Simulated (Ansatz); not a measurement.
# B: before and after

These are results of DFT PBE, scalar-relativistic, plane waves, PAW (Ansatz), not measurements. Settings: cutoff 420 eV, Γ-centred meshes no coarser than 0.19 Å⁻¹ for metals and 0.3 Å⁻¹ for insulators (2π included), Gaussian smearing.

The start was the dhcp type (P6_3/mmc, No. 194), relaxed within its symmetry. A cell of 8 atoms (2 times the primitive one) was then disturbed at random, relaxed without symmetry and relaxed once more on a fine mesh. For metals, differences of a few meV/atom aren't resolved.

Before:

```
B
1.0
     2.33441    0.00000    0.00000
    -1.16720    2.02166    0.00000
     0.00000    0.00000    5.46629
B
4
Cartesian
  0.0000 0.0000 0.0000
  0.0000 0.0000 2.7331
  0.0000 1.3478 4.0997
  1.1672 0.6739 1.3666
```

After:

Space group I4_1/amd:1 (No. 141). a = 2.249 Å, b = 2.249 Å, c = 5.344 Å, α = 90.00°, β = 90.00°, γ = 90.00°
```tsv
atom	site	symmetry	x	y	z
B	4b	-4m2	0.5000	0.0000	0.2500
```

Q: Is this a distortion of the same structure or a reconstruction, and what lowers the energy?

A: A reconstruction, from P6_3/mmc (No. 194) to I4_1/amd (No. 141). Each B has on average 4 B contacts in place of 12, shorter on average (2.13 → 1.75 Å).

Q: What does it gain?

A: 931 meV/atom, with the volume going from 6.45 to 6.76 Å³/atom.

This form isn't the element's structure at ambient conditions.